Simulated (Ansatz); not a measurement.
NaF: a run of Ansatz with trial settings.

```yaml
crystal:
  lattice:
    - [0.0, 2.2858943317, 2.2858943317]
    - [2.2858943317, 0.0, 2.2858943317]
    - [2.2858943317, 2.2858943317, 0.0]
  atoms:
    - { symbol: Na, position: [0.095, 0.373, 0.447] }
    - { symbol: F, position: [0.595, 0.873, 0.947] }
basis:
  ecutwfc: 420
kpoints:
  mp_grid: { grid: [9, 3, 9] }
hamiltonian:
  xc: pbe
scf:
  occupations: { method: fixed }
output:
  forces: true
  stress: true
  eigenvalues: true
```

Command:

```bash
ansatz run input.yaml --threads 1 --pin off --max-ram 1331MiB --backend cpu --events-out ev --progress --plain --runs-dir out
```

From the log (HF is the Harris–Foulkes energy, dr2 the density residual in eV):

```text
Warning: crystal.symmetry: narrowed to the stabiliser of the k-point mesh — unitary ops 48 → 8; excluded 40 operations that carry a point of the 9×3×9 mesh (shift [0, 0, 0]) off the mesh (the run samples exactly the mesh kpoints.mp_grid names, as under crystal.symmetry.detect: false, and its converged state has the mesh's symmetry, not the crystal's …
Pseudopotential: Na, paw, valence charge 9, recommended cutoff 420 eV (normal)
Pseudopotential: F, paw, valence charge 7, recommended cutoff 420 eV (normal)
Crystal: 2 atoms, lattice volume = 23.889 Å³
Basis set: ecut = 420 eV, 459 PW (Γ), exchange–correlation on 48×48×48 points (8 copies of the dense FFT grid, shifted against one another)
Bands: 12, of which v1, the nominal top of the filled ones, is band 8 counted from 1 (7 counted from 0)
Symmetry: 8 space group operations
k-points: 50 of 243
Initial density: superposition of atomic densities, corrected by the library's trained network
SCF iter   1: HF=-2297.403111 eV  Δρ=7.25e-4  dr2=7.76e-5
SCF iter   2: HF=-2297.402806 eV  Δρ=9.24e-4  dr2=1.10e-4
SCF iter   3: HF=-2297.402789 eV  Δρ=2.96e-4  dr2=8.70e-6
SCF iter   4: HF=-2297.402805 eV  Δρ=4.70e-5  dr2=1.51e-7
SCF iter   5: HF=-2297.402807 eV  Δρ=3.91e-5  dr2=2.43e-7
SCF iter   6: F=-2297.402807 eV  HF=-2297.402807 eV  Δρ=1.19e-5  dr2=2.31e-8
SCF 1 converged in 6 iterations: F = -2297.402807 eV  dr2 = 2.31e-8
SCF converged after 6 iterations
Free energy (F): -2297.402807 eV
E sigma→0 (E₀):  -2297.402807 eV
Fermi energy:    1.333679 eV
--- Forces (eV/Å), atoms counted from 1 ---
  atom   1  Na    -0.00000000     0.00000000     0.00000000
  atom   2  F     -0.00000000     0.00000000     0.00000000
--- Stress (GPa, compression-positive) ---
        4.555759       0.000000       0.040622
        0.000000       4.525673      -0.000000
        0.040622       0.000000       4.555759
  P = ⅓ Tr σ = 4.5457 GPa (45.457 kbar)
```

The inputs are trials, many of them unsound on purpose. Their numbers show the effect of the settings and aren't properties of the material.